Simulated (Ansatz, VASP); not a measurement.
Given: the input of a run of VASP 6.6.1 on Cd.

INCAR

```
SYSTEM = Cd
PREC = Accurate
ENCUT = 520
EDIFF = 1E-6
ISMEAR = -1
SIGMA = 0.05
LREAL = .FALSE.
LASPH = .TRUE.
NELM = 80
ALGO = Normal
ISIF = 2
LWAVE = .FALSE.
LCHARG = .FALSE.
GGA = CA
NBANDS = 19
```

KPOINTS

```
Automatic mesh
0
G
  10 10 5
  0 0 0
```

File POSCAR:

```
Cd
1.0
    2.9180596717      0.0000000000      0.0000000000
   -1.4590298358      2.5271138055      0.0000000000
    0.0000000000      0.0000000000      5.5029719036
Cd
2
Direct
    0.6666666667      0.3333333333      0.7500000000
    0.3333333333      0.6666666667      0.2500000000
```

Potentials or basis: VASP PAW LDA potentials, release 64 (Cd).

Run with:

```bash
$ cat potpaw_LDA.64/Cd/POTCAR > POTCAR
$ mpirun -np 1 vasp_std > vasp.out
```

Problem. Set up the same calculation for Ansatz 0.2.0. Potentials there: all-electron LAPW, scalar-relativistic.

Solution. As run (the cutoff follows the program's own potentials):

File input.yaml:

```yaml
crystal:
  lattice:
    - [2.9180596717, 0.0, 0.0]
    - [-1.4590298358, 2.5271138055, 0.0]
    - [0.0, 0.0, 5.5029719036]
  atoms:
    - { symbol: Cd, position: [0.6666666667, 0.3333333333, 0.75] }
    - { symbol: Cd, position: [0.3333333333, 0.6666666667, 0.25] }
kpoints:
  mp_grid: { grid: [10, 10, 5] }
scf:
  occupations: { method: fermi_dirac, width: 0.05 }
hamiltonian:
  xc: lda
  pseudopotentials: { kind: all_electron, lapw: { basis_error: 0.001 } }
output:
  forces: true
  stress: true
  eigenvalues: true
```

Potentials or basis: all-electron LAPW, scalar-relativistic.

Launch:

```sh
$ ansatz run input.yaml --threads 1 --pin off --max-ram 3072MiB --backend cpu --events-out ev --progress --plain --runs-dir out
```

Both were run:

|  | VASP | Ansatz | Ansatz less VASP |
| --- | --- | --- | --- |
| gap on the k mesh at the Fermi level (eV) | none | none | - |
| pressure (GPa) | -0.2 | -0.9 | -0.66 |
| largest component of the traceless stress (GPa) | 0.91 | 0.63 | -0.279 |

A gap of «none» marks a metal or a gap that the smearing closes. Ansatz ran all-electron here, so the differences hold the error of VASP's frozen core and of both bases.
